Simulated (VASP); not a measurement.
# TiO2 (I4_1/amd) in VASP: further runs, part 2 of 2

VASP 6.6.1. The steps go on from the part before.

### Step 3. Band structure, PBE+D3(BJ)

This run uses another cell than the first one, of 11.46 Å³/atom, 1.037 times its volume.

INCAR

```
  PREC = Accurate
  ENCUT = 520
  EDIFF = 1E-7
  ISMEAR = 0
  SIGMA = 0.03
  LREAL = F
  LASPH = T
  NELM = 80
  ALGO = Fast
  ISIF = 2
  LWAVE = F
  LCHARG = F
  LMAXMIX = 4
  GGA = PE
  IVDW = 12
  NBANDS = 33
  ICORELEVEL = 1
  KPAR = 2
```

KPOINTS

```
Automatic mesh
0
Gamma
  10 10 10
```

POSCAR

```
TiO2                                    
1.0
   -1.8955938804      1.8955938804      4.7857044522
    1.8955938804     -1.8955938804      4.7857044522
    1.8955938804      1.8955938804     -4.7857044522
  Ti              O             
     2     4
Direct
     0.0000000000000000    0.0000000000000000    0.0000000000000000
     0.7500000000000000    0.2500000000000000    0.5000000000000000
     0.2082325319739184    0.2082325319739184    0.0000000000000000
     0.9582325319739186    0.4582325319739184    0.5000000000000000
     0.5417674680260814    0.0417674680260815    0.5000000000000000
     0.7917674680260814    0.7917674680260814    0.0000000000000000
```

KPOINTS_OPT

```
explicit points
228
Reciprocal
 0.0000000000  0.0000000000  0.0000000000 1
-0.0263157895  0.0263157895  0.0000000000 1
-0.0526315789  0.0526315789  0.0000000000 1
-0.0789473684  0.0789473684  0.0000000000 1
-0.1052631579  0.1052631579  0.0000000000 1
-0.1315789474  0.1315789474  0.0000000000 1
[... 220 lines left out ...]
-0.0790928267  0.0790928267  0.5000000000 1
 0.5000000000  0.5000000000 -0.0790928267 1
```

Potentials or basis: VASP PAW PBE potentials, release 64 (Ti_sv, O).

On the command line:

```
> cat potpaw_PBE.64/Ti_sv/POTCAR potpaw_PBE.64/O/POTCAR > POTCAR
> mpirun -np 2 vasp_std > vasp.out
```

OUTCAR:

```text
PREC = Accurate
   ENCUT = 520
   EDIFF = 1E-7
   ISMEAR = 0
   LREAL = F
   LASPH = T
   NELM = 80
   ISIF = 2
   GGA = PE
   IVDW = 12
 IVDW          = 12

 ion  position               nearest neighbor table
   1  0.000  0.000  0.000-   5 1.94   4 1.94   5 1.94   4 1.94   3 1.99   6 1.99
   2  0.750  0.250  0.500-   6 1.94   3 1.94   6 1.94   3 1.94   4 1.99   5 1.99
   3  0.208  0.208  0.000-   2 1.94   2 1.94   1 1.99
   4  0.958  0.458  0.500-   1 1.94   1 1.94   2 1.99
   5  0.542  0.042  0.500-   1 1.94   1 1.94   2 1.99
   6  0.792  0.792  0.000-   2 1.94   2 1.94   1 1.99

  LATTYP: Found a body centered tetragonal cell.
 ALAT       =     3.7911877608
 C/A-ratio  =     2.5246464982

  Lattice vectors:

 A1 = (  -1.8955938804,   1.8955938804,   4.7857044522)
 A2 = (   1.8955938804,  -1.8955938804,   4.7857044522)
 A3 = (   1.8955938804,   1.8955938804,  -4.7857044522)

Analysis of symmetry for initial positions (statically):
=====================================================================
 Subroutine PRICEL returns:
 Original cell was already a primitive cell.

 Routine SETGRP: Setting up the symmetry group for a
 body centered tetragonal supercell.

 Subroutine GETGRP returns: Found 16 space group operations
 (whereof  8 operations were pure point group operations)
 out of a pool of 16 trial point group operations.

The static configuration has the point symmetry D_2d.
 The point group associated with its full space group is D_4h.

Analysis of symmetry for dynamics (positions and initial velocities):
=====================================================================
 Subroutine PRICEL returns:
 Original cell was already a primitive cell.

 Routine SETGRP: Setting up the symmetry group for a
 body centered tetragonal supercell.

 Subroutine GETGRP returns: Found 16 space group operations
 (whereof  8 operations were pure point group operations)
 out of a pool of 16 trial point group operations.

The dynamic configuration has the point symmetry D_2d.
 The point group associated with its full space group is D_4h.

 Subroutine INISYM returns: Found 16 space group operations
 (whereof  8 operations are pure point group operations),
 and found     1 'primitive' translations

----------------------------------------------------------------------------------------

                                     Primitive cell

  volume of cell :      68.7854

  direct lattice vectors                    reciprocal lattice vectors
    -1.895593880  1.895593880  4.785704452     0.000000000  0.263769579  0.104477827
     1.895593880 -1.895593880  4.785704452     0.263769579  0.000000000  0.104477827
     1.895593880  1.895593880 -4.785704452     0.263769579  0.263769579  0.000000000

  length of vectors
     5.485391456  5.485391456  5.485391456     0.283707608  0.283707608  0.373026516

  position of ions in fractional coordinates (direct lattice)
     0.000000000  0.000000000  0.000000000
     0.750000000  0.250000000  0.500000000
     0.208232532  0.208232532  0.000000000
     0.958232532  0.458232532  0.500000000
     0.541767468  0.041767468  0.500000000
     0.791767468  0.791767468  0.000000000

  ion indices of the primitive-cell ions
   primitive index   ion index
[... 58 lines left out ...]
  0.400000  0.300000 -0.000000     16.000000
 [... further k-points ...]
   k-points           NKPTS =    102   k-points in BZ     NKDIM =    102   number of bands    NBANDS=     33
   number of dos      NEDOS =    301   number of ions     NIONS =      6
   total plane-waves  NPLWV =  74088
   dimension x,y,z NGX =    42 NGY =   42 NGZ =   42
   dimension x,y,z NGXF=    84 NGYF=   84 NGZF=   84
   ions per type =               2   4
   NGX,Y,Z   is equivalent  to a cutoff of  12.73, 12.73, 12.73 a.u.
   NGXF,Y,Z  is equivalent  to a cutoff of  25.46, 25.46, 25.46 a.u.
 SYSTEM =  unknown system
   PREC   = accura    normal or accurate (medium, high low for compatibility)
   ISTART =      0    job   : 0-new  1-cont  2-samecut
   ICHARG =      2    charge: 1-file 2-atom 10-const
   ISPIN  =      1    spin polarized calculation?
   LNONCOLLINEAR =      F non collinear calculations
   LSORBIT =      F    spin-orbit coupling
   LASPH  =      T    aspherical Exc in radial PAW
   ENCUT  =  520.0 eV  38.22 Ry    6.18 a.u.  10.20 10.20 10.20*2*pi/ulx,y,z
   NELM   =     80;   NELMIN=  2; NELMDL= -5     # of ELM steps
   EDIFF  = 0.1E-06   stopping-criterion for ELM
   LREAL  =      F    real-space projection
   EDIFFG = 0.1E-05   stopping-criterion for IOM
   NSW    =      0    number of steps for IOM
   IBRION =     -1    ionic relax: 0-MD 1-quasi-New 2-CG
   NFREE  =      0    steps in history (QN), initial steepest desc. (CG)
   ISIF   =      2    stress and relaxation
   ISYM   =      2    0-nonsym 1-usesym 2-fastsym
   POTIM  = 0.5000    time-step for ionic-motion
   TEBEG  =    0.0;   TEEND  =   0.0 temperature during run
   PSTRESS=    0.0 pullay stress
   NELECT =      48.0000    total number of electrons
   NUPDOWN=      -1.0000    fix difference up-down
   EMIN   =  10.00;   EMAX   =-10.00  energy-range for DOS
   EFERMI =   0.00;   METHOD = LEGACY
   ISMEAR =     0;   SIGMA  =   0.03  broadening in eV -4-tet -1-fermi 0-gaus
   EFERMI_NEDOS =   21; number of points for ismear=-14 and -15
   IALGO  =     68    algorithm
   IMIX   =      4    mixing-type and parameters
     AMIX     =   0.40;   BMIX     =  1.00
     AMIX_MAG =   1.60;   BMIX_MAG =  1.00
  volume/ion in A,a.u.               =      11.46        77.36
  Fermi-wavevector in a.u.,A,eV,Ry     =   1.452077  2.744028 28.688274  2.108529
  Thomas-Fermi vector in A             =   2.569501
   LORBIT       =      0    0 simple, 1 ext, 2 COOP (PROOUT), +10 PAW based schemes
   GGA     = PE    functional components
   LHFCALC =     F    Hartree Fock is set to
   AEXX    =    0.0000 exact exchange contribution
   IVDW    =    12    specifies the selected vdW correction
   LEPSILON=     F    determine dielectric tensor
   LRPA    =     F    only Hartree local field effects (RPA)
 non-spin polarized calculation
 RMM-DIIS sequential band-by-band and
 Gauss-broadening in eV      SIGMA  =   0.03
  energy-cutoff  :      520.00
  volume of cell :       68.79
 maximum number of plane-waves:      1866
 NGX is ok and might be reduce to    42
   NGX = 21   NGY = 21   NGZ = 21

 number of electron      47.9999990 magnetization

 Free energy of the ion-electron system (eV)
  ---------------------------------------------------
  ext. energy  EPLUGINS =         0.00000000
  ---------------------------------------------------
  free energy    TOTEN  =       -53.84734407 eV

  energy without entropy =      -53.84734407  energy(sigma->0) =      -53.84734407

 the core state eigenenergies are
   1-  1s  -4859.0265  2s   -528.1466  2p   -435.3920
   2-  1s  -4859.0265  2s   -528.1466  2p   -435.3920
   3-  1s   -500.6360
   4-  1s   -500.6360
   5-  1s   -500.6360
   6-  1s   -500.6360

 E-fermi :   3.4950     XC(G=0): -10.6888

 val. band max:        3.3165810937   @ k =  -0.4000   0.4000   0.0000
 cond. band min:       5.4058295510   @ k =   0.0000   0.0000   0.0000
 fundamental gap:      2.0892484573
 Fermi energy:         3.4949929658

 k-point     1 :       0.0000    0.0000    0.0000
  band No.  band energies     occupation
      1     -53.1173      2.00000
      2     -53.0603      2.00000
      3     -29.5667      2.00000
      4     -29.3368      2.00000
      5     -29.3368      2.00000
      6     -29.2689      2.00000
[... 853 lines left out ...]
     32       9.7334      0.00000
     33      10.6550      0.00000

 [... further k-points ...]

------------------------ aborting loop because EDIFF is reached ----------------------------------------

 Edisp (eV)   -1.34156

 E8    (eV) :    -0.5329

  FORCE on cell =-STRESS in cart. coord.  units (eV):
  Direction    XX          YY          ZZ          XY          YZ          ZX
  --------------------------------------------------------------------------------------
  -------------------------------------------------------------------------------------
  Total       0.08083     0.08083     0.11443     0.00000    -0.00000     0.00000
  in kB       1.88276     1.88276     2.66535     0.00000    -0.00000     0.00000
  external pressure =        2.14 kB  Pullay stress =        0.00 kB

 VOLUME and BASIS-vectors are now :
 -----------------------------------------------------------------------------
  energy-cutoff  :      520.00
  volume of cell :       68.79
      direct lattice vectors                 reciprocal lattice vectors
    -1.895593880  1.895593880  4.785704452     0.000000000  0.263769579  0.104477827
     1.895593880 -1.895593880  4.785704452     0.263769579  0.000000000  0.104477827
     1.895593880  1.895593880 -4.785704452     0.263769579  0.263769579  0.000000000

 POSITION                                       TOTAL-FORCE (eV/Angst)
 -----------------------------------------------------------------------------------
      0.00000      0.00000      0.00000         0.000000      0.000000      0.000000
     -0.00000      1.89559      2.39285         0.000000      0.000000      0.000000
      0.00000      0.00000      1.99308         0.000000     -0.000000      0.002844
      0.00000      1.89559      4.38593        -0.000000      0.000000      0.002844
      0.00000      1.89559      0.39977        -0.000000      0.000000     -0.002844
      0.00000      0.00000      7.57833         0.000000     -0.000000     -0.002844
 -----------------------------------------------------------------------------------
    total drift:                                0.000000      0.000000     -0.000000

  FREE ENERGIE OF THE ION-ELECTRON SYSTEM (eV)
  ---------------------------------------------------
  free  energy   TOTEN  =       -55.1889038071 eV

  energy  without entropy=      -55.1889038071  energy(sigma->0) =      -55.18890381
```

Run time: 8.7 min. Hardware: 2 MPI ranks of AMD EPYC 9R45 (Zen 5), shared host; peak memory 0.44 GiB.

Results:

```yaml
Free_energy: -55.1889 eV
Pressure: 0.2 GPa
Band_gap_on_the_k_mesh: 2.09 eV, indirect (least direct gap 2.43 eV)
Band_gap_along_the_path: 2.07 eV, indirect (least direct gap 2.42 eV)
Dispersion_energy_per_atom: -0.224 eV
```

Forces in eV/Å, atoms in the order of the input:
```
Ti   0.000  0.000  0.000
Ti   0.000  0.000  0.000
O    0.000  0.000  0.003
O    0.000  0.000  0.003
O    0.000  0.000 -0.003
O    0.000  0.000 -0.003
```

Stress tensor (GPa, compression positive):
```
0.19 0.00 0.00
0.00 0.19 0.00
0.00 0.00 0.27
```

Levels at the corners of the path, in eV from the valence-band top:
| point | band 22 | band 23 | band 24 | band 25 | band 26 | band 27 |
| --- | --- | --- | --- | --- | --- | --- |
| Γ | -0.79 | -0.48 | -0.48 | 2.07 | 2.79 | 3.91 |
| X | -2.07 | -0.05 | -0.05 | 3.27 | 3.27 | 3.74 |
| X | -2.07 | -0.05 | -0.05 | 3.27 | 3.27 | 3.74 |
| Y | -1.91 | -0.09 | -0.09 | 3.24 | 3.24 | 3.69 |
| Y | -1.91 | -0.09 | -0.09 | 3.24 | 3.24 | 3.69 |
| S | -0.94 | -0.90 | -0.86 | 3.16 | 3.42 | 3.50 |
| S | -0.94 | -0.90 | -0.86 | 3.16 | 3.42 | 3.50 |
| Γ | -0.79 | -0.48 | -0.48 | 2.07 | 2.79 | 3.91 |
| Γ | -0.79 | -0.48 | -0.48 | 2.07 | 2.79 | 3.91 |
| Z | -1.28 | -0.14 | -0.14 | 2.42 | 2.42 | 3.70 |
| Z | -1.28 | -0.14 | -0.14 | 2.42 | 2.42 | 3.70 |
| S1 | -0.94 | -0.90 | -0.86 | 3.16 | 3.42 | 3.50 |
| S1 | -0.94 | -0.90 | -0.86 | 3.16 | 3.42 | 3.50 |
| N | -0.95 | -0.88 | -0.66 | 3.18 | 3.49 | 3.49 |
| N | -0.95 | -0.88 | -0.66 | 3.18 | 3.49 | 3.49 |
| P | -1.62 | -0.24 | -0.24 | 3.51 | 3.51 | 3.53 |
| P | -1.62 | -0.24 | -0.24 | 3.51 | 3.51 | 3.53 |
| Y1 | -1.91 | -0.09 | -0.09 | 3.24 | 3.24 | 3.69 |
| Y1 | -1.91 | -0.09 | -0.09 | 3.24 | 3.24 | 3.69 |
| Z | -1.28 | -0.14 | -0.14 | 2.42 | 2.42 | 3.70 |
| X | -2.07 | -0.05 | -0.05 | 3.27 | 3.27 | 3.74 |
| P | -1.62 | -0.24 | -0.24 | 3.51 | 3.51 | 3.53 |

Core levels (eV, on the scale of the bands):
```csv
atom,levels
1 Ti,"1s -4859.0, 2s -528.1, 2p -435.4"
2 Ti,"1s -4859.0, 2s -528.1, 2p -435.4"
3 O,1s -500.6
4 O,1s -500.6
5 O,1s -500.6
6 O,1s -500.6
```
